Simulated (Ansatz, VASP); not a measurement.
# Cross-check of HfO2 between VASP and Ansatz

One calculation is typed for both programs; each brings its own data sets. How far apart do they land? The cell is generated by rule, not measured, and may not be a known phase. The cell is taken from a series of runs on this material, whose earlier steps may have relaxed, scaled, displaced or heated it; both programs get it as it stands.

Main program and level: Ansatz 0.2.0; plane waves, with VASP 6.6.1 beside it; zone-centre phonons at PBEsol.

The structure was built from a prototype and need not be the compound's stable phase.

## (1) Set-up

The structure is tetragonal, space group P4_2/nmc (No. 137). The conventional cell has a = 3.567 Å, b = 3.567 Å, c = 5.167 Å, α = 90.00°, β = 90.00°, γ = 90.00°. Hf has 8 O at 2.06 to 2.36 Å nearest. Nearest to O lie 4 Hf at 2.06 to 2.36 Å. Farther neighbours and most contacts between anions are not listed.

## (2) VASP: zone-centre phonons, PBEsol

Second derivatives magnify differences that forces hide, and they need a tight electronic threshold.

Lines of VASP's logs that name or quote its potential files are left out, and so is its time.

INCAR reads:

```
SYSTEM = HfO2
PREC = Accurate
ENCUT = 600
EDIFF = 1E-08
NELM = 120
ISMEAR = 0
SIGMA = 0.01
LREAL = .FALSE.
ALGO = Normal
GGA = PS
NBANDS = 28
LASPH = .TRUE.
LORBIT = 11
LWAVE = .FALSE.
LCHARG = .FALSE.
ISIF = 2
IBRION = 8
LEPSILON = .TRUE.
GGA_COMPAT = .FALSE.
EFERMI = MIDGAP
KPAR = 2
```

POSCAR reads:

```
HfO2
1.0
    3.5674995251      0.0000000000      0.0000000000
    0.0000000000      3.5674995251      0.0000000000
    0.0000000000      0.0000000000      5.1666616297
Hf O
2 4
Direct
    0.0000000000      0.0000000000      0.0000000000
    0.5000000000      0.5000000000      0.5000000000
    0.0000000000      0.5000000000      0.7998702320
    0.5000000000      0.0000000000      0.2001297680
    0.0000000000      0.5000000000      0.2998702320
    0.5000000000      0.0000000000      0.7001297680
```

KPOINTS reads:

```
Automatic mesh
0
Gamma
6 6 6
0 0 0
```

PAW data sets: Hf_pv and O (PBE family, release 64).

Launch:

```sh
> mpirun -np 2 vasp_std
```

Numbers of over 12 decimals in the logs are rounded to 6 here.

The log of the run:

```text
[banner, memory and clock lines left out]
running    2 mpi-ranks, on    1 nodes
 distrk:  each k-point on    1 cores,    2 groups
 distr:  one band on    1 cores,    1 groups

 POSCAR found type information on POSCAR HfO
 POSCAR found :  2 types and       6 ions
|                                                                             |
|               ----> ADVICE to this user running VASP <----                  |
|                                                                             |
|     You enforced a specific xc type in the INCAR file but a different       |
|     [... a line on the potential file left out ...]
|     I HOPE YOU KNOW WHAT YOU ARE DOING!                                     |
|                                                                             |

 LDA part: xc-table for (Slater+PW92), standard interpolation
 POSCAR, INCAR and KPOINTS ok, starting setup
 FFT: planning ... GRIDC
 FFT: planning ... GRID_SOFT
 FFT: planning ... GRID
 WAVECAR not read
 entering main loop
       N       E                     dE             d eps       ncg     rms          rms(c)
DAV:   1     0.271362702674E+03    0.27136E+03   -0.27402E+04  2240   0.175E+03
DAV:   2    -0.593704257496E+02   -0.33073E+03   -0.32129E+03  2936   0.404E+02
DAV:   3    -0.733674079769E+02   -0.13997E+02   -0.13958E+02  2688   0.760E+01
DAV:   4    -0.735050537098E+02   -0.13765E+00   -0.13756E+00  2972   0.832E+00
DAV:   5    -0.735062051536E+02   -0.11514E-02   -0.11513E-02  2780   0.708E-01    0.749E+01
DAV:   6    -0.636943713859E+02    0.98118E+01   -0.52953E+01  2564   0.396E+01    0.621E+01
DAV:   7    -0.634610945065E+02    0.23328E+00   -0.23635E+00  2688   0.106E+01    0.348E+01
DAV:   8    -0.634309104423E+02    0.30184E-01   -0.21672E-01  2748   0.368E+00    0.595E+00
DAV:   9    -0.634141902799E+02    0.16720E-01   -0.65153E-02  2496   0.179E+00    0.276E+00
DAV:  10    -0.634132639420E+02    0.92634E-03   -0.68914E-03  2820   0.534E-01    0.785E-02
DAV:  11    -0.634132951981E+02   -0.31256E-04   -0.41321E-04  2792   0.134E-01    0.719E-02
DAV:  12    -0.634133094544E+02   -0.14256E-04   -0.18038E-05  2772   0.276E-02    0.681E-02
DAV:  13    -0.634133103351E+02   -0.88068E-06   -0.10062E-06  2892   0.607E-03    0.933E-03
DAV:  14    -0.634133104152E+02   -0.80112E-07   -0.11705E-07  2792   0.192E-03    0.750E-03
DAV:  15    -0.634133103277E+02    0.87541E-07   -0.21045E-08  2484   0.924E-04    0.197E-04
DAV:  16    -0.634133103270E+02    0.73169E-09   -0.22178E-09  1508   0.316E-04
   1 F= -.63413310E+02 E0= -.63413310E+02  d E =0.000000E+00
 Linear response reoptimize wavefunctions to high precision
DAV:   1    -0.634133103288E+02   -0.18781E-08   -0.32921E-10  1516   0.136E-04
DAV:   2    -0.634133103288E+02    0.10914E-10   -0.39245E-11  1440   0.459E-05
 Linear response G [H, r] |phi>, progress :
  Direction:   1
       N       E                     dE             d eps       ncg     rms
RMM:   1    -0.185159643809E+03   -0.18516E+03    0.13696E+03  3281   0.232E+02
RMM:   2    -0.179109427635E+03    0.60502E+01   -0.69041E+01  3615   0.403E+01
RMM:   3    -0.179798838679E+03   -0.68941E+00   -0.56016E+00  4239   0.701E+00
RMM:   4    -0.179801857283E+03   -0.30186E-02   -0.30098E-01  4543   0.150E+00
RMM:   5    -0.179801060971E+03    0.79631E-03   -0.17322E-02  4384   0.349E-01
RMM:   6    -0.179801177613E+03   -0.11664E-03   -0.14319E-03  4618   0.864E-02
RMM:   7    -0.179801188784E+03   -0.11171E-04   -0.44706E-04  4547   0.257E-02
RMM:   8    -0.179801177885E+03    0.10899E-04   -0.94704E-04  4513   0.995E-03
RMM:   9    -0.179801179034E+03   -0.11486E-05    0.63039E-05  4125   0.687E-03
RMM:  10    -0.179801179315E+03   -0.28133E-06   -0.30330E-04  4093   0.613E-03
RMM:  11    -0.179801180443E+03   -0.11279E-05    0.35255E-04  3872   0.597E-03
RMM:  12    -0.179801179823E+03    0.62060E-06   -0.42825E-04  3561   0.592E-03
RMM:  13    -0.179801179938E+03   -0.11547E-06    0.15572E-04  3431   0.589E-03
 Linear response G [H, r] |phi>, progress :
  Direction:   2
       N       E                     dE             d eps       ncg     rms
RMM:   1    -0.182678810466E+03   -0.18268E+03    0.15869E+03  3285   0.238E+02
RMM:   2    -0.175041305737E+03    0.76375E+01   -0.81843E+01  3622   0.429E+01
RMM:   3    -0.175884848662E+03   -0.84354E+00   -0.60837E+00  4250   0.780E+00
RMM:   4    -0.175908224417E+03   -0.23376E-01   -0.34948E-01  4546   0.169E+00
RMM:   5    -0.175907471781E+03    0.75264E-03   -0.22266E-02  4376   0.409E-01
RMM:   6    -0.175907651126E+03   -0.17934E-03   -0.22446E-03  4630   0.106E-01
RMM:   7    -0.175907682539E+03   -0.31413E-04   -0.10937E-03  4544   0.298E-02
RMM:   8    -0.175907665933E+03    0.16606E-04    0.16694E-03  4486   0.110E-02
RMM:   9    -0.175907661580E+03    0.43526E-05   -0.65014E-04  4227   0.738E-03
[...]
RMM:  10    -0.731848020559E+00   -0.23153E-04    0.49830E-06  3988   0.154E-03    0.585E-04
RMM:  11    -0.731840090131E+00    0.79304E-05    0.11737E-06  3803   0.621E-04    0.298E-04
RMM:  12    -0.731841259635E+00   -0.11695E-05   -0.52256E-07  3496   0.403E-04    0.115E-04
RMM:  13    -0.731839830679E+00    0.14290E-05    0.33611E-06  2861   0.361E-04    0.764E-05
RMM:  14    -0.731839860922E+00   -0.30242E-07    0.20604E-06  2296   0.343E-04    0.173E-05
[...]
RMM:   5    -0.247385993609E+00    0.18600E-03   -0.22430E-04  7665   0.510E-02    0.342E-02
RMM:   6    -0.247440974727E+00   -0.54981E-04   -0.16417E-05  6630   0.202E-02    0.230E-02
RMM:   7    -0.247457901564E+00   -0.16927E-04    0.13107E-06  7475   0.624E-03    0.202E-02
RMM:   8    -0.247463184423E+00   -0.52829E-05   -0.13158E-05  6490   0.415E-03    0.400E-03
RMM:   9    -0.247466401352E+00   -0.32169E-05   -0.90151E-06  7078   0.179E-03    0.337E-04
RMM:  10    -0.247466964204E+00   -0.56285E-06   -0.13231E-06  7046   0.616E-04    0.454E-04
RMM:  11    -0.247466864136E+00    0.10007E-06    0.24585E-07  7548   0.292E-04    0.219E-04
RMM:  12    -0.247467326391E+00   -0.46226E-06    0.67825E-07  6724   0.264E-04    0.184E-04
RMM:  13    -0.247467281341E+00    0.45051E-07    0.11063E-06  8043   0.182E-04    0.363E-05
RMM:  14    -0.247467311976E+00   -0.30636E-07    0.10639E-06  7865   0.162E-04    0.131E-05
[...]
RMM:  21    -0.247467276282E+00   -0.99518E-09    0.16643E-06  5762   0.150E-04    0.209E-07
RMM:  22    -0.247467278206E+00   -0.19236E-08    0.17896E-06  5984   0.150E-04    0.236E-07
RMM:  23    -0.247467275608E+00    0.25975E-08    0.16579E-06  5692   0.150E-04    0.188E-07
RMM:  24    -0.247467273639E+00    0.19692E-08    0.18650E-06  5675   0.150E-04    0.161E-07
RMM:  25    -0.247467274733E+00   -0.10937E-08    0.17044E-06  5682   0.150E-04    0.114E-07
RMM:  26    -0.247467275990E+00   -0.12578E-08    0.18257E-06  5667   0.150E-04    0.122E-07
RMM:  27    -0.247467278184E+00   -0.21937E-08    0.16465E-06  5684   0.150E-04    0.116E-07
RMM:  28    -0.247467281471E+00   -0.32866E-08    0.17196E-06  5698   0.150E-04    0.926E-08
 first order change of Fermi-energy   0.21172E+01
 force on displaced ion       1 direction 3 :   0.000   0.000 -24.441
 Born effective charge ion    1 direction 3 :   0.000   0.000   4.830
 Linear response progress:
  Degree of freedom:   3/  5
       N       E                     dE             d eps       ncg     rms          rms(c)
RMM:   1    -0.368461740274E+00   -0.36846E+00    0.25928E-01  9203   0.304E+00
RMM:   2    -0.363113023928E+00    0.53487E-02   -0.10368E-02  7194   0.470E-01    0.402E-01
RMM:   3    -0.364510936237E+00   -0.13979E-02   -0.11828E-03  7166   0.159E-01    0.234E-01
RMM:   4    -0.366350964839E+00   -0.18400E-02   -0.65901E-04  6769   0.135E-01    0.403E-02
RMM:   5    -0.366287671557E+00    0.63293E-04   -0.50867E-05  7685   0.306E-02    0.185E-02
RMM:   6    -0.366239654988E+00    0.48017E-04   -0.26452E-06  7913   0.700E-03    0.121E-02
RMM:   7    -0.366237424344E+00    0.22306E-05   -0.19997E-07  7715   0.321E-03    0.348E-03
RMM:   8    -0.366223710805E+00    0.13714E-04   -0.67299E-08  7370   0.123E-03    0.140E-03
RMM:   9    -0.366226308833E+00   -0.25980E-05   -0.33427E-08  8181   0.535E-04    0.976E-05
RMM:  10    -0.366225061171E+00    0.12477E-05   -0.21935E-09  8007   0.184E-04    0.361E-05
RMM:  11    -0.366225221478E+00   -0.16031E-06   -0.59704E-08  8421   0.133E-04    0.159E-05
RMM:  12    -0.366225178657E+00    0.42821E-07   -0.14595E-08  8378   0.115E-04    0.351E-06
RMM:  13    -0.366225182849E+00   -0.41921E-08    0.22958E-09  8122   0.111E-04    0.122E-06
 first order change of Fermi-energy   0.32936E-04
 force on displaced ion       3 direction 1 :  -5.921   0.000  -0.000
 Born effective charge ion    3 direction 1 :  -2.103   0.000  -0.000
 Linear response progress:
  Degree of freedom:   4/  5
       N       E                     dE             d eps       ncg     rms          rms(c)
RMM:   1    -0.378626920459E+00   -0.37863E+00    0.28058E-01  9472   0.330E+00
RMM:   2    -0.366605420635E+00    0.12021E-01   -0.17157E-02  7379   0.584E-01    0.113E+00
RMM:   3    -0.368201703507E+00   -0.15963E-02   -0.18264E-03  7282   0.196E-01    0.634E-01
RMM:   4    -0.370376541329E+00   -0.21748E-02   -0.87493E-04  6742   0.159E-01    0.592E-02
RMM:   5    -0.370341834472E+00    0.34707E-04   -0.64186E-05  7828   0.341E-02    0.258E-02
RMM:   6    -0.370218480588E+00    0.12335E-03   -0.58019E-06  7591   0.119E-02    0.147E-02
RMM:   7    -0.370202144708E+00    0.16336E-04   -0.73213E-07  7628   0.321E-03    0.901E-03
RMM:   8    -0.370186262660E+00    0.15882E-04   -0.50093E-08  7550   0.150E-03    0.315E-03
RMM:   9    -0.370186868928E+00   -0.60627E-06    0.42593E-09  8118   0.506E-04    0.109E-03
RMM:  10    -0.370186774625E+00    0.94303E-07    0.10240E-07  8270   0.176E-04    0.363E-04
RMM:  11    -0.370186380099E+00    0.39453E-06   -0.13414E-08  8025   0.141E-04    0.514E-05
RMM:  12    -0.370186334519E+00    0.45580E-07    0.56215E-08  8654   0.115E-04    0.214E-05
RMM:  13    -0.370186326167E+00    0.83518E-08   -0.28373E-08  8288   0.110E-04    0.412E-06
 first order change of Fermi-energy   0.31844E-04
 force on displaced ion       3 direction 2 :   0.000 -18.366  -0.000
 Born effective charge ion    3 direction 2 :   0.000  -3.408  -0.000
 Linear response progress:
  Degree of freedom:   5/  5
       N       E                     dE             d eps       ncg     rms          rms(c)
RMM:   1    -0.384669160919E+00   -0.38467E+00    0.23583E-01  7397   0.314E+00
RMM:   2    -0.373066851518E+00    0.11602E-01   -0.16122E-02  5833   0.584E-01    0.937E-01
RMM:   3    -0.374285663032E+00   -0.12188E-02   -0.17906E-03  5845   0.185E-01    0.508E-01
RMM:   4    -0.376019837142E+00   -0.17342E-02   -0.89797E-04  5862   0.149E-01    0.774E-02
RMM:   5    -0.375983198538E+00    0.36639E-04   -0.44251E-05  5987   0.360E-02    0.255E-02
RMM:   6    -0.375977500320E+00    0.56982E-05   -0.38703E-06  6260   0.961E-03    0.110E-02
RMM:   7    -0.375982072000E+00   -0.45717E-05    0.38111E-07  6293   0.351E-03    0.526E-03
RMM:   8    -0.375956044993E+00    0.26027E-04   -0.16473E-07  6093   0.254E-03    0.203E-03
RMM:   9    -0.375957991863E+00   -0.19469E-05   -0.20604E-07  6431   0.572E-04    0.798E-04
RMM:  10    -0.375961632503E+00   -0.36406E-05    0.74770E-08  6368   0.441E-04    0.410E-04
RMM:  11    -0.375961363060E+00    0.26944E-06    0.27184E-08  6427   0.237E-04    0.882E-05
RMM:  12    -0.375961356584E+00    0.64758E-08   -0.12303E-07  6739   0.137E-04    0.280E-05
RMM:  13    -0.375961359602E+00   -0.30183E-08   -0.69629E-08  6923   0.122E-04    0.291E-05
 first order change of Fermi-energy  -0.36423E+00
 force on displaced ion       3 direction 3 :   0.000   0.000 -13.595
 Born effective charge ion    3 direction 3 :   0.000   0.000  -2.415
 Born effective charges drift removed
 Linear response finished
```

(Part 1 of 3 ends here.)

[Lines on the potential files, build, host, timing and source positions are cut from VASP's logs without a mark.]

[Logs are printed without paths, hosts, clocks, repeated set-up lines and the standing remarks that a program may print on its own settings, such as how far it seeks lower states.]

[Hosts, paths, dates, database ids (printed as entryN), source tags and the programs' standing remarks are cut or masked in the printed files.]
